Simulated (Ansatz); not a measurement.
# SnSe in Ansatz: settings compared

One slab, SnSe, is run at these levels: HSE06, PBE0; tasks: band structure.

Everything below comes from runs of Ansatz 0.2.0. Logs are shortened: lines on timing, memory, paths and dates and some standing lists are left out, and cuts for length are marked.

## Step 1: The slab as given

The cell holds a slab with vacuum, 4 atoms: a = 4.285 Å, b = 4.285 Å, c = 10.991 Å, α = 90.00°, β = 90.00°, γ = 90.00°.

## Step 2: Band structure, HSE06

input

```
crystal:
  lattice:
    - [4.2853274191, 0.0, 0.0]
    - [0.0, 4.2853274191, 0.0]
    - [0.0, 0.0, 10.99069213]
  atoms:
    - { symbol: Sn, position: [0.0, 0.5, 0.62777089] }
    - { symbol: Sn, position: [0.5, 0.0, 0.37222911] }
    - { symbol: Se, position: [0.0, 0.5, 0.38396051] }
    - { symbol: Se, position: [0.5, 0.0, 0.61603949] }
hamiltonian:
  xc: hse06
  pseudopotentials: { kind: paw }
kpoints:
  mp_grid: { grid: [4, 4, 2] }
  band_path:
    path:
      - [[0.0, 0.0, 0.0], [0.0, 0.5, 0.0], [0.5, 0.5, 0.0], [0.0, 0.0, 0.0], [0.0, 0.0, 0.5], [0.0, 0.5, 0.5], [0.5, 0.5, 0.5], [0.0, 0.0, 0.5]]
      - [[0.0, 0.5, 0.0], [0.0, 0.5, 0.5]]
      - [[0.5, 0.5, 0.0], [0.5, 0.5, 0.5]]
    npoints: 4
scf:
  occupations: { method: fermi_dirac, width: 0.05 }
  n_extra_bands: 10
output:
  forces: true
  stress: true
  eigenvalues: true
  fatbands: false
```

Potentials or basis: Ansatz PAW.

Standard output:

```text
Warning: output.stress: scf.convergence.dr2_threshold = 1e-7 eV (the SCF's general default) is looser than the 4e-10 eV advised for a printed stress (1e-10 eV for each atom of the cell: 4). What an SCF threshold leaves in a stress goes as its square root, and in the free energy as the threshold itself, and one threshold admits the most on a small cell: of the crystals measured, under no hybrid functional and no lock of the moments, on runs that ended without the residual-converged pass, on stresses that held no estimate of that error, the worst erred by over 100 MPa in a component at 1e-7 eV an atom and by under 5 at 1e-10. Set scf.convergence.dr2_threshold to 4e-10 eV or tighter. The threshold is an SCF's pass mark: one that does not reach it within its budget of iterations ends unconverged, or closes short of it on a stop that the run arms, and scf.convergence.dr2_threshold's page says what that costs each kind of run
Warning: output.stress: scf.exx.energy_threshold = 1e-6 eV is looser than the 4e-8 eV advised for a stress under a hybrid functional (1e-8 eV for each atom of the cell: 4). Every SCF of the exchange loop can meet its threshold on dr2 while the loop round them stops early: no threshold on dr2 bounds what that leaves in the stress. Set scf.exx.energy_threshold to 4e-8 eV or tighter. The threshold is the loop's pass mark: a loop that does not reach it within its budget of cycles ends unconverged, and scf.exx.energy_threshold's page has the law
scf.n_extra_bands = 10 over 30 filled bands (N_el = 60.0): the run solves 40 bands
GPUs: using 1 of 1 available (devices: 1).
Engine: ansatz 0.2.0, x86_64-unknown-linux-gnu
Pseudopotentials: kind: paw
Pseudopotential: Sn, paw, valence charge 14, recommended cutoff 420 eV (normal), Sn.paw.azcp
Pseudopotential: Se, paw, valence charge 16, recommended cutoff 420 eV (normal), Se.paw.azcp
Functional definition: HSE06
  parameter a = 0.25
  parameter omega = 0.11/bohr
  exchange = pbe_x - a*pbe_x_sr(omega) + a*exact_x_sr(omega)
  correlation = pbe_c
device memory: the entry about to start is reckoned to put 1.7 GiB on a device that reports 52.5 GiB free (of which the cap on the GPU budget leaves the run 18.0 GiB)
GPU FFT provider: cuFFT
GPU libraries: cuBLAS 13.8.2, cuFFT 12.4.0, cuSOLVER 12.3.4
Crystal: 4 atoms, lattice volume = 201.833 Å³
Basis set: ecut = 420 eV, 3933 PW (Γ), exchange–correlation on 60×60×150 points (8 copies of the dense FFT grid, shifted against one another)
Bands: 40, of which v1, the nominal top of the filled ones, is band 30 counted from 1 (29 counted from 0)
Symmetry: 16 space group operations
Space group: P4/nmm (ITA 129), of the structure as read, at distance tolerance 5.9e-5 Å
k-points: 12 of 32
Non-local potential: Sn, projectors of the file, l = 0: 2, l = 1: 2, l = 2: 2, l = 3: 2
Non-local potential: Se, projectors of the file, l = 0: 2, l = 1: 2, l = 2: 3, l = 3: 1
PAW form: soft (Blöchl's): semilocal exchange-correlation on the pseudo side does not see the compensation charge
PAW frozen core: Sn, regenerated for the run's functional, and the local potential with it (the file was generated under x = pbe(κ = 0.804, μ = 0.2195149727645171), c = pbe(β = 0.06672455060314922))
PAW frozen core: Se, regenerated for the run's functional, and the local potential with it (the file was generated under x = pbe(κ = 0.804, μ = 0.2195149727645171), c = pbe(β = 0.06672455060314922))
PAW one-centre angular grid: Sn, 590 points (default); XC on 64 Gauss nodes
PAW one-centre angular grid: Se, 590 points (default); XC on 64 Gauss nodes
Initial density: superposition of atomic densities (neutral atoms: chi_scale 0, normalization atom), corrected by the library's trained network
Initial wavefunctions: pseudopotential atomic-orbital guess
GPU buffer pool allocated for 67500 grid points (all kernels)
GPU transforms: local potential and band sums: pruned to the plane-wave sphere, on 30×30×75
Functional: x = pbe(κ = 0.804, μ = 0.2195149727645171), c = pbe(β = 0.06672455060314922), warm-up for x = pbe(κ = 0.804, μ = 0.2195149727645171) + 0.25 (exact − pbe) at short range (hse, ω = 0.20786987370883472 Å⁻¹), c = pbe(β = 0.06672455060314922); HSE06 as pw.x's `hse` composes it (authors' and Libxc's form: `xc: wpbeh`)
SCF iter   1: F=—  HF=-22988.177786 eV  |F-HF|=—  |Δ(HF+E_count)|=         —  Δρ=1.06e-3  dr2=9.26e-3  ethr=1.77e-3  ⟨swp⟩=12.9  Hψ=2170  notcnv=0
preconditioner: auto → none  [insulator: Δε(μ)=1.665 eV  Ē_g=17.661 eV  σ=0.050 eV  W_gap=1.00  n_scr=38 (ndim 8)  ℏωp=16.5 eV  f_vac=0.434  D(μ)=0.00/eV (n_scr^D=0)]
SCF iter   2: F=—  HF=-22988.177725 eV  |F-HF|=—  |Δ(HF+E_count)|=   6.15e-5  Δρ=7.28e-4  dr2=2.40e-3  ethr=1.54e-5  ⟨swp⟩=6.2  Hψ=1438  notcnv=0  defer=3
SCF iter   3: F=—  HF=-22988.177847 eV  |F-HF|=—  |Δ(HF+E_count)|=   1.22e-4  Δρ=3.36e-4  dr2=7.62e-4  ethr=3.99e-6  ⟨swp⟩=4.2  Hψ=1214  notcnv=0
iter 4 solved again at ethr=6.36e-8 eV; its pass at ethr=1.27e-6 eV (dr2=3.81e-5 eV) is discarded
SCF iter   4: F=-22988.177856 eV  HF=-22988.177842 eV  |F-HF|=1.37e-5  |Δ(HF+E_count)|=   5.47e-6  Δρ=1.30e-4  dr2=3.94e-5  ethr=6.36e-8  ⟨swp⟩=4.0  Hψ=2065  notcnv=0
SCF 1 stopped early in 4 iterations: F = -22988.177856 eV  dr2 = 3.94e-5
device memory: the entry about to start is reckoned to put 2.1 GiB (of the 2.2 GiB reckoned in all, the device holds 0.1 GiB already) on a device that reports 52.5 GiB free (of which the cap on the GPU budget leaves the run 18.0 GiB)
GPU FFT provider: cuFFT
GPU libraries: cuBLAS 13.8.2, cuFFT 12.4.0, cuSOLVER 12.3.4
Initial density: handed on by an earlier stage of this run
[... 20 lines left out ...]
GPU transforms: local potential and band sums: pruned to the plane-wave sphere, on 30×30×75
Exchange kernel: α = 0.2500, screened, ω = 0.2079 Å⁻¹, Wigner–Seitz truncation, v(0) = 1042.0721 eV·Å³, q-mesh 4×4×2, nearest image of the exchange supercell L = 17.14 Å, pair-density grid 20×20×48, without the augmentation charges, whose exchange is taken in its separable form by FFT convolution over the k-point mesh (sized by the pseudopotential files, 30×30×75 at the most), smooth part of the exact exchange by density-matrix convolution in up to 4.78 GiB of GPU memory as planned if the GPU has room (build and FFT work areas not counted)
Frozen-core exchange: fock
SCF iter   1: F=—  HF=-22999.235068 eV  |F-HF|=—  |Δ(HF+E_count)|=         —  Δρ=3.17e-5  dr2=1.82e-6  ethr=1.37e-6  ⟨swp⟩=2.6  Hψ=974  notcnv=0
preconditioner: auto → none  [insulator: Δε(μ)=2.162 eV  Ē_g=10.778 eV  σ=0.050 eV  W_gap=1.00  n_scr=38 (ndim 8)  ℏωp=11.7 eV  f_vac=0.437  D(μ)=0.00/eV (n_scr^D=0)]
SCF iter   2: F=—  HF=-22999.235071 eV  |F-HF|=—  |Δ(HF+E_count)|=   3.09e-6  Δρ=1.85e-5  dr2=8.46e-7  ethr=2.54e-9  ⟨swp⟩=4.3  Hψ=1634  notcnv=0
SCF iter   3: F=—  HF=-22999.235071 eV  |F-HF|=—  |Δ(HF+E_count)|=   1.22e-7  Δρ=7.17e-6  dr2=3.05e-7  ethr=9.20e-10  ⟨swp⟩=3.0  Hψ=897  notcnv=0
SCF iter   4: F=—  HF=-22999.235072 eV  |F-HF|=—  |Δ(HF+E_count)|=   1.34e-6  Δρ=6.07e-6  dr2=1.72e-7  ethr=5.08e-11  ⟨swp⟩=4.8  Hψ=1884  notcnv=0
SCF iter   5: F=—  HF=-22999.235072 eV  |F-HF|=—  |Δ(HF+E_count)|=   4.71e-8  Δρ=8.35e-7  dr2=5.45e-9  ethr=5.08e-11  ⟨swp⟩=4.0  Hψ=1102  notcnv=0
SCF iter   6: F=—  HF=-22999.235072 eV  |F-HF|=—  |Δ(HF+E_count)|=   2.07e-8  Δρ=8.24e-7  dr2=2.88e-9  ethr=2.46e-12  ⟨swp⟩=4.5  Hψ=1295  notcnv=0  defer=1
SCF iter   7: F=-22999.235072 eV  HF=-22999.235072 eV  |F-HF|=4.00e-11  |Δ(HF+E_count)|=  8.26e-10  Δρ=1.54e-7  dr2=2.75e-10  ethr=2.46e-12  ⟨swp⟩=3.1  Hψ=894  notcnv=0
SCF 3 converged in 7 iterations: F = -22999.235072 eV  dr2 = 2.75e-10
  Residual-converged pass: ⟨swp⟩=2.9  Hψ=1223  notcnv=0  max |occ|·‖R‖ = 6.2e-7 eV (tolerance 6.3e-7 eV)  dr2=2.65e-10  dr2_onsite=7.44e-11  max |Δocc| = 1.3e-18
hybrid outer 2: dexx = +1.433e-6 eV, tail = 3.74e-8 eV, Δε = 4.08e-3 eV (about 1.23e-4 eV left of the loop's levels), ΔF = 1.31e-2 eV/Å (tail 1.85e-3)
GPU FFT provider: cuFFT
GPU libraries: cuBLAS 13.8.2, cuFFT 12.4.0, cuSOLVER 12.3.4
GPU buffer pool allocated for 67500 grid points (all kernels)
GPU transforms: local potential and band sums: pruned to the plane-wave sphere, on 30×30×75
Exchange kernel: α = 0.2500, screened, ω = 0.2079 Å⁻¹, Wigner–Seitz truncation, v(0) = 1042.0721 eV·Å³, q-mesh 4×4×2, nearest image of the exchange supercell L = 17.14 Å, pair-density grid 20×20×48, without the augmentation charges, whose exchange is taken in its separable form by FFT convolution over the k-point mesh (sized by the pseudopotential files, 30×30×75 at the most), smooth part of the exact exchange by density-matrix convolution in up to 4.78 GiB of GPU memory as planned if the GPU has room (build and FFT work areas not counted)
Frozen-core exchange: fock
SCF iter   1: F=—  HF=-22999.235072 eV  |F-HF|=—  |Δ(HF+E_count)|=         —  Δρ=7.98e-7  dr2=1.35e-9  ethr=3.12e-10  ⟨swp⟩=6.2  Hψ=1193  notcnv=0
preconditioner: auto → none  [insulator: Δε(μ)=2.163 eV  Ē_g=10.778 eV  σ=0.050 eV  W_gap=1.00  n_scr=38 (ndim 8)  ℏωp=11.7 eV  f_vac=0.437  D(μ)=0.00/eV (n_scr^D=0)]
SCF iter   2: F=-22999.235072 eV  HF=-22999.235072 eV  |F-HF|=1.46e-11  |Δ(HF+E_count)|=  1.49e-10  Δρ=1.55e-7  dr2=2.04e-10  ethr=1.91e-12  ⟨swp⟩=4.0  Hψ=1449  notcnv=0
SCF 4 converged in 2 iterations: F = -22999.235072 eV  dr2 = 2.04e-10
  Residual-converged pass: ⟨swp⟩=2.2  Hψ=805  notcnv=0  max |occ|·‖R‖ = 8.4e-7 eV (tolerance 9.0e-7 eV)  dr2=2.05e-10  dr2_onsite=1.10e-11  max |Δocc| = 7.1e-21
hybrid outer 3: dexx = +5.858e-10 eV, tail = 4.46e-10 eV, Δε = 3.04e-5 eV (about 5.33e-6 eV left of the loop's levels), ΔF = 1.71e-4 eV/Å (tail 2.02e-4)
device memory: the entry about to start is reckoned to put 1.2 GiB on a device that reports 50.3 GiB free (of which the cap on the GPU budget leaves the run 18.0 GiB)
NSCF: frozen V_eff on 39 k-points, pencils in batches of 32, up to order 176
hybrid SCF converged: 3 outer / 16 inner (+4 warm-up), last move |dexx| = 5.86e-10 eV, tail = 4.46e-10 eV
Stability not checked: this state was not tested for a lower state beside it, because the functional holds exact exchange (a hybrid, or Hartree-Fock), whose exchange loop this test does not read (fock_operator; see scf.lower_state_search)
Free energy (F): -22999.235072 eV
Frozen-core exchange: fock
Harris-Foulkes:  -22999.235072 eV  (|F-HF|=1.46e-11)
Internal energy: -22999.235072 eV  (E = F + TS)
E sigma→0 (E₀):  -22999.235072 eV
Fermi energy:    3.158692 eV
--- Per-component energies (eV) ---
  E_band       = -1461.611024
  E_kinetic    = 603.738992
  E_local      = -16434.857723  (includes V_loc(G=0)·N_el)
  E_nonlocal   = -1260.372072
  E_hartree    = 8215.955579
  E_xc         = -768.922935
  E_vxc        = -311.000007  (∫ρ·V_xc dr)
  E_exx        = -208.639720  (= α·E_x^exact, valence–valence)
  E_paw        = -12093.894165  (= ΣΔE_a)
  E_vpaw       = -73.750907  (= ΣTr[D̂ρ^β])
  E_aug_tail   = -0.001190  (compensation charges beyond the density's cutoff)
  E_ewald      = -1050.617625
  E_core_change = -1.624214  (= ΣΔE_core)
  E_smearing   = -0.000000  (= −TS)
  E_closure    = -0.000000  (closes the sum)
  Σ components = -22999.235072   (vs F -22999.235072, Δ=3.64e-12)
--- Forces (eV/Å), atoms counted from 1 ---
  atom   1  Sn    -0.00000000     0.00000000    -0.09750857
  atom   2  Sn    -0.00000000     0.00000000     0.09750857
  atom   3  Se     0.00000000     0.00000000     0.08540999
  atom   4  Se     0.00000000     0.00000000    -0.08540999
  max |Σ_I F_I| component: 7.27e-27 eV/Å
--- Stress (GPa, compression-positive) ---
       -0.151484       0.000000       0.000000
        0.000000      -0.151484       0.000000
        0.000000       0.000000      -0.392550
  P = ⅓ Tr σ = -0.2318 GPa (-2.318 kbar)
--- Band table (eV; the first three rows and the last of 12) ---
  k-point 0: bands = ["-48.7254", "-48.7253", "-48.7218", "-48.7218", "-48.7198", "-48.7197", "-48.7168", "-48.7168", "-48.7166", "-48.7166", "-21.0551", "-21.0549", "-21.0496", "-21.0482", "-21.0349", "-21.0043", "-20.9959", "-20.9959", "-20.9820", "-20.9820", "-12.4868", "-11.1571", "-4.5384", "-3.0894", "-1.5369", "-1.1924", "-1.1924", "0.2697", "0.2697", "1.8308", "4.4171", "6.2863", "6.5461", "7.4506", "7.4506", "8.3772", "8.6221", "8.8808", "8.8808", "10.1814"]
  k-point 1: bands = ["-48.7254", "-48.7253", "-48.7218", "-48.7218", "-48.7198", "-48.7197", "-48.7168", "-48.7168", "-48.7166", "-48.7166", "-21.0551", "-21.0549", "-21.0496", "-21.0482", "-21.0349", "-21.0043", "-20.9959", "-20.9959", "-20.9820", "-20.9820", "-12.4868", "-11.1571", "-4.5389", "-3.0895", "-1.5320", "-1.1924", "-1.1924", "0.2696", "0.2696", "1.8311", "4.2193", "6.5467", "7.4492", "7.4492", "7.5322", "7.5602", "8.6168", "8.8819", "8.8819", "8.9388"]
  k-point 2: bands = ["-48.7253", "-48.7253", "-48.7218", "-48.7218", "-48.7198", "-48.7197", "-48.7168", "-48.7168", "-48.7167", "-48.7167", "-21.0588", "-21.0541", "-21.0502", "-21.0461", "-21.0270", "-21.0055", "-20.9954", "-20.9932", "-20.9855", "-20.9835", "-12.1804", "-11.1595", "-5.3493", "-4.2709", "-1.3387", "-0.6789", "-0.3875", "0.5824", "1.5097", "1.6240", "4.7800", "5.0124", "5.6090", "6.5669", "6.7649", "6.8954", "8.0070", "8.7282", "9.5754", "10.3448"]
  k-point 11: bands = ["-48.7253", "-48.7253", "-48.7218", "-48.7218", "-48.7197", "-48.7197", "-48.7168", "-48.7168", "-48.7166", "-48.7166", "-21.0778", "-21.0778", "-21.0333", "-21.0333", "-21.0042", "-21.0042", "-21.0015", "-21.0015", "-20.9826", "-20.9826", "-11.1766", "-11.1766", "-4.2505", "-4.2505", "-3.1193", "-3.1193", "-1.3658", "-1.3658", "0.2900", "0.2900", "6.5728", "6.5728", "7.5851", "7.5851", "7.9284", "7.9284", "9.6666", "9.6666", "10.1502", "10.1502"]
```

Run time: 58 s. Hardware: 1 × NVIDIA H100 80GB HBM3 with 2 threads of AMD EPYC 7R13 (Zen 3), shared host; peak memory 2.5 GiB.

Results:

```
Free energy             : -22999.2351 eV
Largest force           : 0.098 eV/Å
Band gap along the path : 1.50 eV, direct
```

Forces on the atoms (eV/Å):
```
Sn   0.000  0.000 -0.098
Sn   0.000  0.000  0.098
Se   0.000  0.000  0.085
Se   0.000  0.000 -0.085
```

Levels at the corners of the path, in eV from the valence-band top:
```csv
point,band 27,band 28,band 29,band 30,band 31,band 32,band 33,band 34
Γ,-3.60,-2.14,-2.14,-0.57,2.01,3.88,4.14,5.05
X,-1.96,-1.96,-0.35,-0.35,1.84,1.84,2.45,2.45
M,-3.77,-3.77,-2.12,-2.12,4.22,4.22,5.10,5.10
Γ,-3.60,-2.14,-2.14,-0.57,2.01,3.88,4.14,5.05
Z,-3.60,-2.14,-2.14,-0.57,1.81,4.14,5.04,5.04
R,-1.96,-1.96,-0.35,-0.35,1.84,1.84,2.45,2.45
A,-3.77,-3.77,-2.12,-2.12,4.17,4.17,5.18,5.18
Z,-3.60,-2.14,-2.14,-0.57,1.81,4.14,5.04,5.04
X,-1.96,-1.96,-0.35,-0.35,1.84,1.84,2.45,2.45
R,-1.96,-1.96,-0.35,-0.35,1.84,1.84,2.45,2.45
M,-3.77,-3.77,-2.12,-2.12,4.22,4.22,5.10,5.10
A,-3.77,-3.77,-2.12,-2.12,4.17,4.17,5.18,5.18
```

Caveat: spin-orbit coupling is left out, which moves the levels of the heavy elements; the PAW data sets come from PBE, with cores solved anew for the run's functional, which leaves a small shift of forces and pressure; the thresholds are loose for stress.

(Continued in part 2 of 2.)
